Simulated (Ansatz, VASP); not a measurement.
Ru: VASP beside Ansatz

```
Ru
1.0
     0.06668    1.98605    1.98605
     1.98605    0.06668    1.98605
     1.98605    1.98605    0.06668
Ru
1
Direct
  0.00000 0.00000 0.00000
```

Change from the starting cell: equal engineering shear yz, xz and xy +0.0350, equal normal strain along x, y and z +0.0250.

Alike in both runs: task single point; functional PBE; k mesh 20 × 20 × 20; occupations gaussian, width 0.15 eV; no spin polarisation.

|  | VASP | Ansatz |
| --- | --- | --- |
| version | VASP 6.6.1 | Ansatz 0.2.0 |
| potentials or method | VASP PAW PBE potentials, release 64 (Ru_pv) | scalar-relativistic, plane waves, PAW |
| plane-wave cutoff (eV) | 520 | 420 |
| valence electrons in the cell | 14 | 16 |

VASP gave:

```
gap on the k mesh at the Fermi level (eV)       : none
pressure (GPa)                                  : -17.9
largest component of the traceless stress (GPa) : 6.16
```

Q: What did Ansatz give for the same quantities?

A: gap on the k mesh at the Fermi level (eV): none; pressure (GPa): -17.7; largest component of the traceless stress (GPa): 6.17.

A gap of «none» marks a metal or a gap that the smearing closes. With one functional, cell and mesh, what is left measures potentials, basis and numerics. The two sets of potentials don't hold the same shells in valence.

Caveats: so large a pressure means that the cell lies far from this level's equilibrium, or that cutoff or potentials fall short (VASP).
